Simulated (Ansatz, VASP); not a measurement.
# BAs: VASP beside Ansatz

```xyz
2
Lattice="0.0000 2.2620 2.3991 2.2620 0.0000 2.3991 2.2620 2.2620 0.0000" Properties=species:S:1:pos:R:3 pbc="T T T"
B     0.0000    0.0000    0.0000
As    2.2620    2.2620    2.3991
```

Change from the starting cell: z stretched by +4 % at fixed volume, PAW files.

Alike in both runs: task electric field gradients; functional PBE; k mesh 14 × 14 × 14; occupations fermi-dirac, width 0.05 eV; no spin polarisation.

|  | VASP | Ansatz |
| --- | --- | --- |
| version | VASP 6.6.1 | Ansatz 0.2.0 |
| potentials or method | VASP PAW PBE potentials, release 64 (B, As) | PAW with Ansatz's default frozen-core files, scalar-relativistic |
| plane-wave cutoff (eV) | 520 | 420 |
| valence electrons in the cell | 8 | 18 |

```tsv
	VASP	Ansatz	Ansatz less VASP
pressure (GPa)	1.2	0.9	-0.36
largest component of the traceless stress (GPa)	4.07	3.94	-0.132
Vzz of the field gradient on the site that differs most (V/Å²)	4.0	3.4	-0.61
```

With one functional, cell and mesh, what is left measures potentials, basis and numerics. The two sets of potentials don't hold the same shells in valence.
